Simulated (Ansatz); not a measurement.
Crystal: Au.

```
Au
1.0
     0.00000    2.03500    2.03500
     2.03500    0.00000    2.03500
     2.03500    2.03500    0.00000
Au
1
Direct
  0.00000 0.00000 0.00000
```

```yaml
Program: Ansatz 0.2.0
Task: relaxation of cell and atoms
Functional: RPBE
Dispersion: D4
Potentials_or_basis: all-electron LAPW, point nuclei
Basis_error_allowed: 0.002 eV/atom
k_mesh: 8 × 8 × 8
Occupations: gaussian, width 0.05 eV
Spin: spin-orbit coupling, no magnetisation
Hubbard_terms: Au d U = 6 eV
```

At the start: volume 16.85 Å³/atom.

Task: Where does the relaxation end?

Result: Over 5 steps the energy falls by 14.8 meV/atom and the volume is 17.59 Å³/atom (+4.4 %); space group Fm-3m (No. 225, to 0.05 Å).

Step by step:
| step | energy change (eV) | largest force (eV/Å) | volume (Å³) |
| --- | --- | --- | --- |
| 1 | 0.0000 | 0.0000 | 16.85 |
| 2 | -0.0142 | 0.0000 | 17.75 |
| 3 | -0.0148 | 0.0000 | 17.60 |
| 4 | -0.0148 | 0.0000 | 17.59 |
| 5 | -0.0148 | 0.0000 | 17.59 |

Final structure:
```yaml
crystal:
  lattice:
    - [0.00000, 2.06410, 2.06410]
    - [2.06410, 0.00000, 2.06410]
    - [2.06410, 2.06410, 0.00000]
  atoms:
    - { symbol: Au, position: [0.00000, 0.00000, 0.00000] }
```

Caveat: U is the effective U less J, on atomic orbitals that reach past the spheres; the k mesh is thin for a metal, which can move the energy by tens of meV per atom; U without spin polarisation on a metal has little footing; pairwise dispersion overbinds metals, which lowers pressure and volume; the U is typed as a test and isn't derived for this compound.
